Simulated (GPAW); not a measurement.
Runs of GPAW 26.7.0 on Mg. It takes space group P6_3/mmc (No. 194, hexagonal). The conventional cell has a = 3.209 Å, b = 3.209 Å, c = 5.210 Å, α = 90.00°, β = 90.00°, γ = 120.00°. Around Mg (site symmetry -6m2) lie 12 Mg at 3.20 to 3.21 Å. 

```csv
task,level,potentials or basis,cell,k mesh,smearing,optimizer,fmax,max steps,convergence,band path,gap on the mesh (eV),pressure (GPa),relaxed volume (Å³/atom)
relaxation of cell and atoms,PBEsol+D4,"PAW data sets generated in the run's folder for this functional, pw",relaxed,10 × 10 × 5,fermi-dirac 0.05 eV,LBFGS,0.01 eV/Å,100,density=1e-05 forces=0.0001,-,none,0.0,22.39
single point,PBE,"GPAW PAW data sets (gpaw-data 1.2.1), pw",as given,10 × 10 × 5,gaussian 0.02 eV,-,-,-,-,-,none,-0.5,-
relaxation of cell and atoms,revPBE+D4,"the program's PAW data sets (release 1.2.1) made for this functional, pw",relaxed,10 × 10 × 5,fermi-dirac 0.05 eV,BFGS,0.01 eV/Å,60,density=1e-05 forces=0.0001,-,none,0.1,(b)
band structure,LDA,"the program's PAW data sets (release 1.2.1) made for this functional, pw",as given,7 × 7 × 4,fermi-dirac 0.05 eV,-,-,-,-,"GMKGALHA,LM,KH",-,-2.3,-
single point,PBE,"GPAW PAW data sets (gpaw-data 1.2.1), pw",as given,10 × 10 × 5,gaussian 0.028 eV,-,-,-,-,-,none,-0.5,-
single point,PBE,"GPAW PAW data sets (gpaw-data 1.2.1), pw",as given,10 × 10 × 5,gaussian 0.017 eV,-,-,-,-,-,none,-0.5,-
single point,PBE,"GPAW PAW data sets (gpaw-data 1.2.1), pw",as given,10 × 10 × 5,gaussian 0.011 eV,-,-,-,-,-,none,-0.5,-
single point,revPBE,"the program's PAW data sets (release 1.2.1) made for this functional, pw",as given,10 × 10 × 5,fermi-dirac 0.05 eV,-,-,-,-,-,none,(a),-
single point,optB88-vdW,"GPAW PAW data sets (gpaw-data 1.2.1), pw",as given,10 × 10 × 5,fermi-dirac 0.05 eV,-,-,-,-,-,none,-,-
band structure,r2SCAN,"GPAW PAW data sets (gpaw-data 1.2.1), pw",as given,7 × 7 × 4,fermi-dirac 0.05 eV,-,-,-,-,"GMKGALHA,LM,KH",-,-0.7,-
single point,LDA,"the program's PAW data sets (release 1.2.1) made for this functional, pw",as given,10 × 10 × 5,fermi-dirac 0.05 eV,-,-,-,-,-,none,-2.4,-
```

Alike in all rows: no spin polarisation; cutoff (eV) 800.

Estimate the missing entries.

(a) 0.5; (b) 23.25.

Caveats: later steps reuse the first step's grids (some runs); pairwise dispersion overbinds metals, which lowers pressure and volume (some runs); the PAW data sets were made with another functional, which shifts forces and pressure a little (some runs).

A k mesh can miss the band edges.

A gap of «none» marks a metal or a gap under the smearing width.

Not every run made on this cell is shown here.
